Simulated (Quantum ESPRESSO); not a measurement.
# Ge (Fd-3m) in Quantum ESPRESSO: equation of state

Aim: energy against volume of Ge in PBE, for its equilibrium volume and stiffness.

All numbers are computed with Quantum ESPRESSO 7.5; they aren't measurements. Logs are shortened: lines on timing, memory, paths and dates and some standing lists are left out, and cuts for length are marked.

**The experiment to reproduce.**

“Sub-monolayer structures of Ag overlayers on Ge(111): experimental observations and first-principles study”, 2019, arxiv:1908.00180 quotes, for a bulk crystal of Ge: bulk modulus 75.8 GPa.

The results are compared with them further down.

## Step 1: The crystal as given

It takes space group Fd-3m (No. 227, cubic). Conventional cell: a = 5.658 Å, b = 5.658 Å, c = 5.658 Å, α = 90.00°, β = 90.00°, γ = 90.00°. Ge (site symmetry -43m) has 4 Ge at 2.45 Å as nearest neighbours.

## Step 2: Single point, PBE, 21.28 Å³/atom

The input, pw.in:

```
&CONTROL
  calculation = 'scf'
  prefix = 'pwscf'
  outdir = './tmp'
  pseudo_dir = './pseudo'
  tprnfor = .true.
  tstress = .true.
  disk_io = 'nowf'
/
&SYSTEM
  ibrav = 0
  nat = 2
  ntyp = 1
  ecutwfc = 55
  ecutrho = 440
  nbnd = 21
  occupations = 'smearing'
  smearing = 'fd'
  degauss = 0.00367493
/
&ELECTRONS
  conv_thr = 4d-10
  electron_maxstep = 120
  mixing_beta = 0.5
/
ATOMIC_SPECIES
Ge    72.6300 ge_pbe_v1.4.uspp.F.UPF
CELL_PARAMETERS angstrom
   0.0000000000    2.7711609388    2.7711609388
   2.7711609388    0.0000000000    2.7711609388
   2.7711609388    2.7711609388    0.0000000000
ATOMIC_POSITIONS crystal
Ge     0.7500000000    0.7500000000    0.7500000000
Ge     0.5000000000    0.5000000000    0.5000000000
K_POINTS automatic
8 8 8 0 0 0
```

Potentials or basis: SSSP 1.3 efficiency PBE.

On the command line:

```console
OMP_NUM_THREADS=1 pw.x -in pw.in > pw.out
```

pw.out:

```text
This program is part of the open-source Quantum ESPRESSO suite
     for quantum simulation of materials; please cite
[... 6 lines left out ...]
     using ibrav=0 with symmetry is DISCOURAGED, use correct ibrav instead

     Subspace diagonalization in iterative solution of the eigenvalue problem:
     a serial algorithm will be used

     G-vector sticks info
     --------------------
     sticks:   dense  smooth     PW     G-vecs:    dense   smooth      PW
     Sum        1663     847    253                44735    15905    2685

     Using Slab Decomposition

     bravais-lattice index     =            0
     lattice parameter (alat)  =       7.4059  a.u.
     unit-cell volume          =     287.2181 (a.u.)^3
     number of atoms/cell      =            2
     number of atomic types    =            1
     number of electrons       =        28.00
     number of Kohn-Sham states=           21
     kinetic-energy cutoff     =      55.0000  Ry
     charge density cutoff     =     440.0000  Ry
     scf convergence threshold =      4.0E-10
     mixing beta               =       0.5000
     number of iterations used =            8  plain     mixing
     Exchange-correlation=  SLA  PW   PBX  PBC
                           (   1   4   3   4   0   0   0)

     celldm(1)=   7.405862  celldm(2)=   0.000000  celldm(3)=   0.000000
     celldm(4)=   0.000000  celldm(5)=   0.000000  celldm(6)=   0.000000

     crystal axes: (cart. coord. in units of alat)
               a(1) = (   0.000000   0.707107   0.707107 )
               a(2) = (   0.707107   0.000000   0.707107 )
               a(3) = (   0.707107   0.707107   0.000000 )

     reciprocal axes: (cart. coord. in units 2 pi/alat)
               b(1) = ( -0.707107  0.707107  0.707107 )
               b(2) = (  0.707107 -0.707107  0.707107 )
               b(3) = (  0.707107  0.707107 -0.707107 )

     PseudoPot. # 1 for Ge read from file:
     ge_pbe_v1.4.uspp.F.UPF
     Pseudo is Ultrasoft + core correction, Zval = 14.0
     Generated by new atomic code, or converted to UPF format
     Using radial grid of  873 points,  6 beta functions with:
                l(1) =   0
                l(2) =   0
                l(3) =   1
                l(4) =   1
                l(5) =   2
                l(6) =   2
     Q(r) pseudized with  8 coefficients,  rinner =    1.400   1.400   1.400
                                                       1.400   1.400

     atomic species   valence    mass     pseudopotential
     Ge               14.00    72.63000     Ge( 1.00)

     48 Sym. Ops., with inversion, found (24 have fractional translation)

   Cartesian axes

     site n.     atom                  positions (alat units)
         1        Ge     tau(   1) = (   1.0606602   1.0606602   1.0606602  )
         2        Ge     tau(   2) = (   0.7071068   0.7071068   0.7071068  )

     number of k points=    29  Fermi-Dirac smearing, width (Ry)=  0.0037
                       cart. coord. in units 2pi/alat
        k(    1) = (   0.0000000   0.0000000   0.0000000), wk =   0.0039062
        k(    2) = (   0.0883883   0.0883883  -0.0883883), wk =   0.0312500
        k(    3) = (   0.1767767   0.1767767  -0.1767767), wk =   0.0312500
        k(    4) = (   0.2651650   0.2651650  -0.2651650), wk =   0.0312500
        k(    5) = (  -0.3535534  -0.3535534   0.3535534), wk =   0.0156250
        k(    6) = (   0.1767767   0.0000000   0.0000000), wk =   0.0234375
[... 21 lines left out ...]
        k(   28) = (  -0.7071068   0.1767767   0.0000000), wk =   0.0468750
        k(   29) = (  -0.7071068   0.3535534   0.0000000), wk =   0.0234375

     Dense  grid:    44735 G-vectors     FFT dimensions: (  60,  60,  60)

     Smooth grid:    15905 G-vectors     FFT dimensions: (  36,  36,  36)

     Check: negative core charge=   -0.000002

     Initial potential from superposition of free atoms

     starting charge      27.9983, renormalised to      28.0000
     Starting wfcs are   18 randomized atomic wfcs +    3 random wfcs

     Self-consistent Calculation

     iteration #  1     ecut=    55.00 Ry     beta= 0.50
     Davidson diagonalization with overlap
     ethr =  1.00E-02,  avg # of iterations =  4.5

     Threshold (ethr) on eigenvalues was too large:
     Diagonalizing with lowered threshold

     Davidson diagonalization with overlap
     ethr =  1.33E-04,  avg # of iterations =  2.4

     total energy              =    -427.29214458 Ry
     estimated scf accuracy    <       0.03769188 Ry

     iteration #  2     ecut=    55.00 Ry     beta= 0.50
     Davidson diagonalization with overlap
     ethr =  1.35E-04,  avg # of iterations =  1.0

     total energy              =    -427.29162430 Ry
     estimated scf accuracy    <       0.00719307 Ry

     iteration #  3     ecut=    55.00 Ry     beta= 0.50
     Davidson diagonalization with overlap
     ethr =  2.57E-05,  avg # of iterations =  1.5

     total energy              =    -427.29192082 Ry
     estimated scf accuracy    <       0.00006319 Ry
[... 19 lines left out ...]
     total energy              =    -427.29193440 Ry
     estimated scf accuracy    <       0.00000006 Ry

     iteration #  7     ecut=    55.00 Ry     beta= 0.50
     Davidson diagonalization with overlap
     ethr =  2.26E-10,  avg # of iterations =  2.0

     total energy              =    -427.29193442 Ry
     estimated scf accuracy    <          4.8E-10 Ry

     iteration #  8     ecut=    55.00 Ry     beta= 0.50
     Davidson diagonalization with overlap
     ethr =  1.71E-12,  avg # of iterations =  3.8

     End of self-consistent calculation

          k = 0.0000 0.0000 0.0000 (  1989 PWs)   bands (ev):

   -15.5929 -15.5929 -15.5929 -15.5524 -15.5524 -15.3053 -15.3053 -15.3053
   -15.2858 -15.2858  -3.9501   9.3115   9.3115   9.3115   9.9211  11.8849
    11.8849  11.8849  15.8872  18.9154  18.9154

          k = 0.0884 0.0884-0.0884 (  1989 PWs)   bands (ev):

   -15.6027 -15.6027 -15.5901 -15.5387 -15.5387 -15.3181 -15.3181 -15.3088
   -15.2752 -15.2752  -3.7482   7.0208   8.9470   8.9470  10.6415  12.3672
    12.3672  13.0140  16.8609  17.9595  17.9595

          k = 0.1768 0.1768-0.1768 (  1973 PWs)   bands (ev):

   -15.6144 -15.6144 -15.5831 -15.5184 -15.5184 -15.3335 -15.3335 -15.3172
   -15.2637 -15.2637  -3.1607   4.5002   8.3613   8.3613  10.1988  13.0190
    13.0190  15.3161  17.4463  17.7154  17.7154
[... 145 lines left out ...]
          k =-0.7071 0.1768 0.0000 (  1984 PWs)   bands (ev):

   -15.6413 -15.6413 -15.5122 -15.5122 -15.4180 -15.4180 -15.3679 -15.3679
   -15.2316 -15.2316   0.2378   0.2378   5.5025   5.5025  11.2468  11.2468
    17.2555  17.2555  20.8554  20.8554  22.6452

          k =-0.7071 0.3536 0.0000 (  1964 PWs)   bands (ev):

   -15.6488 -15.6488 -15.4842 -15.4842 -15.4258 -15.4258 -15.3874 -15.3874
   -15.2250 -15.2250   0.2987   0.2987   5.1041   5.1041  13.8834  13.8834
    14.0632  14.0632  20.8278  20.8278  22.7379

     the Fermi energy is     9.4867 ev

!    total energy              =    -427.29193442 Ry
     estimated scf accuracy    <          1.6E-10 Ry
     smearing contrib. (-TS)   =      -0.00001293 Ry
     internal energy E=F+TS    =    -427.29192149 Ry

     The total energy is F=E-TS. E is the sum of the following terms:
     one-electron contribution =    -271.53484261 Ry
     hartree contribution      =     162.56660742 Ry
     xc contribution           =    -116.70715004 Ry
     ewald contribution        =    -201.61653625 Ry

     convergence has been achieved in   8 iterations

     Forces acting on atoms (cartesian axes, Ry/au):

     atom    1 type  1   force =     0.00000000    0.00000000   -0.00000000
     atom    2 type  1   force =    -0.00000000   -0.00000000    0.00000000

     Total force =     0.000000     Total SCF correction =     0.000000

     Computing stress (Cartesian axis) and pressure

          total   stress  (Ry/bohr**3)                   (kbar)     P=       89.39
   0.00060764   0.00000000   0.00000000           89.39        0.00        0.00
   0.00000000   0.00060764   0.00000000            0.00       89.39        0.00
   0.00000000   0.00000000   0.00060764            0.00        0.00       89.39

=------------------------------------------------------------------------------=
   JOB DONE.
=------------------------------------------------------------------------------=
```

It took 25 s on 1 thread of Intel Xeon 6975P-C (Granite Rapids), shared host; peak memory 0.22 GiB.

What came out:

| Property | Result |
| --- | --- |
| Free energy | -5813.6029 eV |
| Pressure | 8.9 GPa |
| Band gap on the k mesh | 0.38 eV, indirect (least direct gap 0.61 eV) |

(Continued in part 2 of 2.)
